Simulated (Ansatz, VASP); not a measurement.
Two plane-wave programs on WC

```xyz
2
Lattice="0.0000 2.2215 2.2215 2.2215 0.0000 2.2215 2.2215 2.2215 0.0000" Properties=species:S:1:pos:R:3 pbc="T T T"
W     0.0000    0.0000    0.0000
C     2.2215    2.2215    2.2215
```

Measurements of this composition are mostly on another form, of space group No. 187.

Alike in both runs: task single point; functional LDA; k mesh 11 × 11 × 11; no spin polarisation.

|  | VASP | Ansatz |
| --- | --- | --- |
| version | VASP 6.6.1 | Ansatz 0.2.0 |
| potentials or method | VASP PAW LDA potentials, release 64 (W_sv, C) | plane waves, PAW |
| plane-wave cutoff (eV) | 520 | 550 |
| occupations | fermi-dirac, width 0.1 eV | fermi-dirac |
| valence electrons in the cell | 18 | 18 |

|  | VASP | Ansatz | Ansatz less VASP |
| --- | --- | --- | --- |
| pressure (GPa) | -25.9 | -27.7 | -1.83 |

Caveats: so large a pressure means that the cell lies far from this level's equilibrium, or that cutoff or potentials fall short (VASP). The runs have no spin-orbit coupling, so splittings on W are missing.
